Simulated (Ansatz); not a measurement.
Input and command of a calculation in Ansatz (plane waves; scalar-relativistic PAW potentials unless the input names others):

```yaml
crystal:
  lattice:
    - [-5.7270011024, -1.9090003675, -4.8875564549]
    - [1.9090003675, -5.7270011024, 4.8875564549]
    - [-1.9090003675, 5.7270011024, 4.8875564549]
  atoms:
    - { symbol: Ti, position: [0.8019722481, 0.6053722379, 0.1996991552] }
    - { symbol: Ti, position: [0.5943269173, 0.1966000103, 0.3946277621] }
    - { symbol: Ti, position: [0.1980277519, 0.397726907, 0.8033999897] }
    - { symbol: Ti, position: [0.4056730827, 0.8003008448, 0.602273093] }
    - { symbol: Ti, position: [0.7005269491, 0.6555727413, 0.5625054579] }
    - { symbol: Ti, position: [0.5, 0.25, 0.75] }
    - { symbol: Ti, position: [0.2994730509, 0.8619785088, 0.9550457922] }
    - { symbol: Ti, position: [0.9069327166, 0.0449542078, 0.3444272587] }
    - { symbol: Ti, position: [0.0930672834, 0.4374945421, 0.1380214912] }
    - { symbol: O, position: [0.6824947506, 0.8352024469, 0.7464787277], spin: 0.333 }
    - { symbol: O, position: [0.5, 0.4573674044, 0.9573674044] }
    - { symbol: O, position: [0.3175052494, 0.063983977, 0.1527076963], spin: 0.333 }
    - { symbol: O, position: [0.9017496643, 0.2604501343, 0.561685404] }
    - { symbol: O, position: [0.0982503357, 0.6599357397, 0.35870047] }
    - { symbol: O, position: [0.4090808212, 0.0105351779, 0.8104101955] }
    - { symbol: O, position: [0.2068578206, 0.6216588272, 0.0120538735] }
    - { symbol: O, position: [0.0, 0.2532055063, 0.2532055063], spin: 0.333 }
    - { symbol: O, position: [0.5909191788, 0.4013293743, 0.6014543567] }
    - { symbol: O, position: [0.7931421794, 0.8051960529, 0.4148010066] }
    - { symbol: O, position: [0.6987647303, 0.438314596, 0.3400642603] }
    - { symbol: O, position: [0.5, 0.0426325956, 0.5426325956] }
    - { symbol: O, position: [0.3012352697, 0.64129953, 0.7395498657] }
    - { symbol: O, position: [0.9112762807, 0.8472923037, 0.1647975531], spin: 0.333 }
    - { symbol: O, position: [0.0887237193, 0.2535212723, 0.936016023], spin: 0.333 }
    - { symbol: O, position: [0.3903950463, 0.5851989934, 0.3783411728] }
    - { symbol: O, position: [0.2001249823, 0.1895898045, 0.5986706257] }
    - { symbol: O, position: [0.0, 0.7467944937, 0.7467944937], spin: 0.333 }
    - { symbol: O, position: [0.6096049537, 0.9879461265, 0.1948039471] }
    - { symbol: O, position: [0.7998750177, 0.3985456433, 0.9894648221] }
  host:
    lattice:
      - [-1.9090003675, 1.9090003675, 4.8875564549]
      - [1.9090003675, -1.9090003675, 4.8875564549]
      - [1.9090003675, 1.9090003675, -4.8875564549]
    atoms:
      - { symbol: Ti, position: [0.0, 0.0, 0.0] }
      - { symbol: Ti, position: [0.75, 0.25, 0.5] }
      - { symbol: O, position: [0.9552981746, 0.4552981746, 0.5] }
      - { symbol: O, position: [0.2052981746, 0.2052981746, 0.0] }
      - { symbol: O, position: [0.5447018254, 0.0447018254, 0.5] }
      - { symbol: O, position: [0.7947018254, 0.7947018254, 0.0] }
basis:
  ecutwfc: 420
  xc_grid: 2
kpoints:
  mp_gri: { grid: [2, 2, 2], shift: [0.5, 0.5, 0.5] }
hamiltonian:
  xc: pbe
  hubbard: { sites: [{ species: Ti, l: d, u_eff: 4.0 }] }
scf:
  occupations: { method: gaussian, width: 0.01 }
  max_iter: 60
output:
  forces: true
  eigenvalues: true
magnetization:
  spin_polarized: true
```

```bash
ansatz run input.yaml --threads 4 --pin off --max-ram 10240MiB --backend cpu --events-out ev --progress --plain --runs-dir out
```

Q: What will the program do with this input?

A: The program refuses it, because of a misspelt key (the key kpoints.mp_grid typed as mp_gri). With the key spelt rightly it is accepted.

Abridged log:
```
Error: YAML parse error: error: line 52 column 3: unknown field `mp_gri`, expected one of mp_grid, list, band_path, initial_grid, further_shifts
  --> <input>:52:3
   |
50 |   xc_grid: 2
51 | kpoints:
52 |   mp_gri: { grid: [2, 2, 2], shift: [0.5, 0.5, 0.5] }
   |   ^ unknown field `mp_gri`, expected one of mp_grid, list, band_path, initial_grid, further_shifts
53 | hamiltonian:
54 |   xc: pbe
   |
```